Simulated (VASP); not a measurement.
A run of VASP 6.6.1:

The input POSCAR:

```
BeTe
1.0
    3.3650594875      0.0000000000      0.0000000000
    0.0000000000      3.3650594875      0.0000000000
    0.0000000000      0.0000000000      3.3650594875
Be Te
1 1
Direct
    0.0000000000      0.0000000000      0.0000000000
    0.5000000000      0.5000000000      0.5000000000
```

File INCAR.step1:

```
PREC = Accurate ; ENCUT = 520
EDIFF = 1E-5 ; ISMEAR = -1
SIGMA = 0.02 ; LREAL = False
LASPH = True ; NELM = 100
ALGO = Normal ; ISIF = 2
LWAVE = True ; LCHARG = False
NBANDS = 11 ; GGA = PE
```

INCAR.step2

```
PREC = Accurate ; ENCUT = 520
EDIFF = 1E-6 ; ISMEAR = -1
SIGMA = 0.02 ; LREAL = False
LASPH = True ; NELM = 100
ALGO = Normal ; ISIF = 2
LWAVE = False ; LCHARG = False
GGA = PE ; LHFCALC = True
HFSCREEN = 0.2079 ; PRECFOCK = Normal
NBANDS = 11 ; ISTART = 1
```

The input KPOINTS:

```
regular mesh
0
Gamma
  4 4 4
```

Potentials or basis: VASP PAW PBE potentials, release 64 (Be, Te).

Command:

```sh
$ cat potpaw_PBE.64/Be/POTCAR potpaw_PBE.64/Te/POTCAR > POTCAR
$ cp INCAR.step1 INCAR
$ mpirun -np 1 vasp_std > vasp.out
$ cp INCAR.step2 INCAR
$ mpirun -np 1 vasp_std > vasp.out
```

Hardware: 1 thread of Intel(R) Xeon(R) 6975P-C (Granite Rapids), with other jobs on the host.

Problem. Estimate the wall time of this run.

Solution. Wall time 56 s on 1 thread of Intel(R) Xeon(R) 6975P-C (Granite Rapids), on a shared host, peak memory 0.26 GiB. Counts: scf iterations 9, k points 10.
